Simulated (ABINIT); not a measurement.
An input for ABINIT 10.8.3 (SiC (F-43m)):

```
acell 3*1.0 Angstrom
rprim 
  -0.000000000000 2.179000000000 2.179000000000
  2.179000000000 -0.000000000000 2.179000000000
  2.179000000000 2.179000000000 -0.000000000000
ntypat 2
znucl 14 6
natom 2
typat 1 2
xred 
  0.000000000000 0.000000000000 0.000000000000
  0.250000000000 0.250000000000 0.250000000000
pp_dirpath "pseudos"
pseudos "Si.upf, C.upf"
ecut 37
ngkpt 8 8 8
nshiftk 1
shiftk 0 0 0
kptopt 1
chksymbreak 0
istwfk *1
occopt 1
irdwfk 1
optdriver 3
nband 117
ecuteps 9
inclvkb 2
awtr 1
symchi 1
gwcalctyp 2
nfreqre 16
freqremax 40 eV
nfreqim 8
spmeth 1
nomegasf 120
indata_prefix "in"
outdata_prefix "out"
tmpdata_prefix "tmp"
```

```sh
OMP_NUM_THREADS=1 mpirun -n 8 abinit run.abi > log
```

Estimate wall time and host memory on 8 MPI ranks of Arm Neoverse V2, shared host.

It took 2.7 min; on shared hardware allow 81 s to 5.4 min. Peak host memory was 2.1 GiB.

[Paths, hosts, dates, memory and timing lines, banners, echoed tables and standing remarks are left out of the program output.]

[Logs are printed without paths, hosts, clocks, repeated set-up lines and the standing remarks that a program may print on its own settings, such as how far it seeks lower states.]

[Runs of the session that timed out or met a known fault of the program may be left out.]

[Hosts, paths, dates, database ids (printed as entryN), source tags and the programs' standing remarks are cut or masked in the printed files.]

[G0W0 gaps are taken among the corrected bands and points alone; a level outside them can change the order at an edge.]

[Where Ansatz stands beside ABINIT at settings called matched, ABINIT's density can come from a denser mesh and the files from another edition; pairs whose starting gaps differed by over 0.03 eV were left out, so agreement reads better than it is.]
